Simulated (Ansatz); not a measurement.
This log comes from Ansatz, run on rocksalt BN. The cell was relaxed beforehand with r2SCAN.

The cell:
```cif
data_structure
_symmetry_space_group_name_H-M 'P 1'
_symmetry_Int_Tables_number 1
_cell_length_a 2.4690
_cell_length_b 2.4690
_cell_length_c 2.4690
_cell_angle_alpha 60.000
_cell_angle_beta 60.000
_cell_angle_gamma 60.000
_cell_volume 10.64
loop_
_atom_site_label
_atom_site_type_symbol
_atom_site_fract_x
_atom_site_fract_y
_atom_site_fract_z
_atom_site_occupancy
B1 B 0.00000 0.00000 0.00000 1
N1 N 0.50000 0.50000 0.50000 1
```

What the program printed (shortened):
```
Pseudopotential: B, paw, valence charge 3, recommended cutoff 420 eV (normal)
Pseudopotential: N, paw, valence charge 5, recommended cutoff 420 eV (normal)
Functional definition: PBE
Crystal: 2 atoms, lattice volume = 10.642 Å³
Basis set: ecut = 420 eV, 181 PW (Γ)
Bands: 8, of which v1, the nominal top of the filled ones, is band 4 counted from 1 (3 counted from 0)
Symmetry: 48 space group operations
Space group: Fm-3m (ITA 225)
k-points: 29 of 512
Free energy (F): -538.766287 eV
Fermi energy:    14.510148 eV
--- Per-component energies (eV) ---
  E_band       = 46.995871
  E_kinetic    = 183.545674
  E_local      = -126.206912
  E_nonlocal   = 55.883908
  E_hartree    = 35.754626
  E_xc         = -93.071713
  E_vxc        = -115.923764
  E_paw        = -205.823596
  E_vpaw       = -21.812417
  E_ewald      = -388.848369
--- Band table (eV; the first three rows and the last of 29) ---
  k-point 0: bands = [-7.9165, 13.7134, 13.7134, 13.7134, 23.7992, 26.6626, 26.6626, 26.6626]
  k-point 1: bands = [-7.4775, 11.9349, 13.6849, 13.6849, 24.1011, 25.2964, 25.2964, 26.5172]
  k-point 2: bands = [-6.1892, 8.1492, 13.6920, 13.6920, 22.7482, 22.7482, 23.2485, 27.3247]
  k-point 28: bands = [0.2794, 5.0920, 5.0920, 7.6253, 21.7531, 22.4093, 29.0127, 29.0127]
--- G₀W₀: contour deformation, 7 samples at zero and on the imaginary axis and 2 off it, 512 q-points, 31 empty bands' worth ---
    ik  band        ε_KS         Σx   Σc(E_QP)       V_xc       Z   E_QP_lin       E_QP  E_QP is
     0     3     13.7134   -21.9669     3.1343   -18.6531  0.7981    13.5337    13.5340  root
     0     4     13.7134   -21.9669     3.1343   -18.6531  0.7981    13.5337    13.5340  root
     0     5     23.7992   -12.9693    -6.4540   -20.3097  0.7809    24.6893    24.6857  root
     0     6     26.6626    -7.0387    -8.1290   -16.1543  0.7558    27.6571    27.6492  root
     1     3     13.6849   -21.8825     3.0744   -18.6340  0.7988    13.5105    13.5107  root
     1     4     13.6849   -21.8825     3.0744   -18.6340  0.7988    13.5105    13.5107  root
     1     5     24.1011   -11.6553    -6.5988   -19.1696  0.7773    25.0213    25.0167  root
     1     6     25.2964    -7.3847    -7.4401   -15.7918  0.7669    26.2691    26.2634  root
     2     3     13.6920   -21.7561     2.9247   -18.6764  0.8007    13.5369    13.5371  root
     2     4     13.6920   -21.7561     2.9247   -18.6764  0.8007    13.5369    13.5371  root
     2     5     22.7482    -7.9041    -6.3825   -15.2038  0.7875    23.6725    23.6654  root
     2     6     22.7482    -7.9041    -6.3825   -15.2038  0.7875    23.6725    23.6654  root
     3     3     13.8380   -21.8465     2.8040   -18.9154  0.8031    13.7109    13.7110  root
     3     4     13.8380   -21.8465     2.8040   -18.9154  0.8031    13.7109    13.7110  root
     3     5     20.6466    -8.0911    -5.6748   -14.6104  0.8046    21.4963    21.4910  root
     3     6     20.6466    -8.0911    -5.6748   -14.6104  0.8046    21.4963    21.4910  root
     4     3     13.9583   -22.0398     2.7934   -19.1335  0.8041    13.8454    13.8455  root
     4     4     13.9583   -22.0398     2.7934   -19.1335  0.8041    13.8454    13.8455  root
     4     5     19.8177    -7.9987    -5.4698   -14.2752  0.8105    20.6290    20.6245  root
     4     6     19.8177    -7.9987    -5.4698   -14.2752  0.8105    20.6290    20.6245  root
     5     3     12.7806   -21.7195     3.3136   -18.1446  0.7952    12.5187    12.5192  root
     5     4     13.0289   -22.5514     3.2688   -19.0485  0.7944    12.7945    12.7948  root
     5     5     23.0919    -7.4637    -6.7339   -15.0736  0.7797    23.9740    23.9679  root
     5     6     24.8390   -12.6093    -6.7211   -20.3068  0.7730    25.8224    25.8153  root
     7     3     12.0820   -21.3206     3.2278   -17.8035  0.7950    11.7921    11.7927  root
     7     4     12.8866   -21.8954     3.0255   -18.6543  0.7995    12.6707    12.6710  root
     7     5     19.3832    -8.5191    -5.4133   -14.6731  0.8085    20.1276    20.1238  root
     7     6     23.6215    -8.4643    -6.5177   -15.9759  0.7826    24.6241    24.6154  root
     9     3     11.1165   -21.4496     3.4462   -17.6471  0.7894    10.7591    10.7601  root
     9     4     13.6677   -21.6124     2.7464   -18.7312  0.8041    13.5328    13.5329  root
     9     5     20.3737    -9.0493    -5.5306   -15.3819  0.8059    21.1805    21.1757  root
     9     6     20.5421    -8.3404    -5.6588   -14.8590  0.8028    21.4077    21.4020  root
    10     3     10.9231   -21.5043     3.6333   -17.4870  0.7859    10.5378    10.5391  root
    10     4     14.5101   -22.1919     2.7197   -19.4147  0.8045    14.4526    14.4526  root
    10     5     20.7487    -7.6124    -5.9224   -14.3718  0.8001    21.5912    21.5857  root
    10     6     21.9010    -8.7691    -6.0402   -15.6779  0.7957    22.7757    22.7697  root
  […]
```

The points are ik 0 = (0, 0, 0) (Γ), ik 1 = (0, 0, 1/8), ik 2 = (0, 0, 1/4), ik 3 = (0, 0, 3/8), ik 4 = (0, 0, -1/2) (L), ik 5 = (0, 1/8, 1/8), ik 7 = (0, 1/8, 3/8), ik 9 = (0, 1/8, -3/8), ik 10 = (0, 1/8, -1/4), ik 11 = (0, 1/8, -1/8), ik 13 = (0, 1/4, 3/8), ik 16 = (0, 1/4, -1/4); band 4 is the last filled one.

Problem. Which of these blocks stood in the input: relax, gw, phonons, dielectric, magnetization (spin_orbit)?

Solution. gw. The quasiparticle table needs the gw block.

Problem. Which k mesh was typed?

Solution. 8×8×8, Γ-centred.

Problem. How were the bands filled?

Solution. Fixed occupations.

Command: `ansatz run input.yaml --threads 2 --pin off --max-ram 2211MiB --backend cpu --events-out ev --progress --plain --runs-dir out`. It took 10 s on 2 threads of Arm Neoverse V1, on a shared host; peak host memory 0.26 GiB.

No spin polarisation and no zero-point or thermal motion; the cell was built from a prototype and may be hypothetical.
